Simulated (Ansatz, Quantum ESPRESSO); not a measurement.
Given: the input of a run of Quantum ESPRESSO 7.5 on NiO. Measurements of this composition are mostly on another form, of space group No. 225.

The input pw.in:

```
&CONTROL
  calculation = 'scf'
  prefix = 'pwscf'
  outdir = './tmp'
  pseudo_dir = './pseudo'
  tprnfor = .true.
  tstress = .true.
  disk_io = 'nowf'
/
&SYSTEM
  ibrav = 0
  nat = 2
  ntyp = 2
  ecutwfc = 55
  ecutrho = 440
  nbnd = 22
  occupations = 'smearing'
  smearing = 'fd'
  degauss = 0.00367493
  nspin = 2
  starting_magnetization(1) = 0.0556
  starting_magnetization(2) = 0
/
&ELECTRONS
  conv_thr = 4d-10
  electron_maxstep = 120
  mixing_beta = 0.3
/
ATOMIC_SPECIES
Ni    58.6934 ni_pbe_v1.4.uspp.F.UPF
O     15.9990 O.pbe-n-kjpaw_psl.0.1.UPF
CELL_PARAMETERS angstrom
   2.5046153800    0.0000000000    0.0000000000
   0.0000000000    2.5046153800    0.0000000000
   0.0000000000    0.0000000000    2.5046153800
ATOMIC_POSITIONS crystal
Ni     0.0000000000    0.0000000000    0.0000000000
O      0.5000000000    0.5000000000    0.5000000000
K_POINTS automatic
11 11 11 0 0 0
```

Potentials or basis: SSSP 1.3 efficiency PBE.

Run with:

```sh
$ OMP_NUM_THREADS=1 pw.x -in pw.in > pw.out
```

Problem. Set up the same calculation for Ansatz 0.2.0. Potentials or basis there: all-electron LAPW, scalar-relativistic.

Solution. As run (cutoffs and basis follow the program's own potentials, and thresholds, step limits or extra output files can differ):

The input input.yaml:

```yaml
crystal:
  lattice:
    - [2.50461538, 0.0, 0.0]
    - [0.0, 2.50461538, 0.0]
    - [0.0, 0.0, 2.50461538]
  atoms:
    - { symbol: Ni, position: [0.0, 0.0, 0.0], spin: 1.0 }
    - { symbol: O, position: [0.5, 0.5, 0.5] }
kpoints:
  mp_grid: { grid: [11, 11, 11] }
scf:
  occupations: { method: fermi_dirac, width: 0.05 }
hamiltonian:
  xc: pbe
  pseudopotentials: { kind: all_electron, lapw: { basis_error: 0.001 } }
magnetization:
  spin_polarized: true
output:
  forces: true
  stress: true
  eigenvalues: true
  populations: true
```

Potentials or basis: all-electron LAPW, scalar-relativistic.

Launch:

```sh
$ ansatz run input.yaml --threads 2 --pin off --max-ram 6144MiB --backend cpu --events-out ev --progress --plain --runs-dir out
```

Both were run:

|  | Quantum ESPRESSO | Ansatz |
| --- | --- | --- |
| Pressure | 29.0 GPa | 23.9 GPa |
| Net moment | 1.52 μB per cell | 0.00 μB per cell |
| Absolute moment | 1.58 μB per cell | 0.00 μB per cell |

Where Ansatz's input types no cutoff or centring, it takes its own default and a Γ-centred mesh.

The magnetic state is the one that the start led to; the real crystal's order can differ.

The two runs disagree by more than potentials and bases usually give (in gap, levels, pressure or energy); the cause wasn't traced.

The cell lies far from this level's equilibrium.

Pressure is positive in compression.
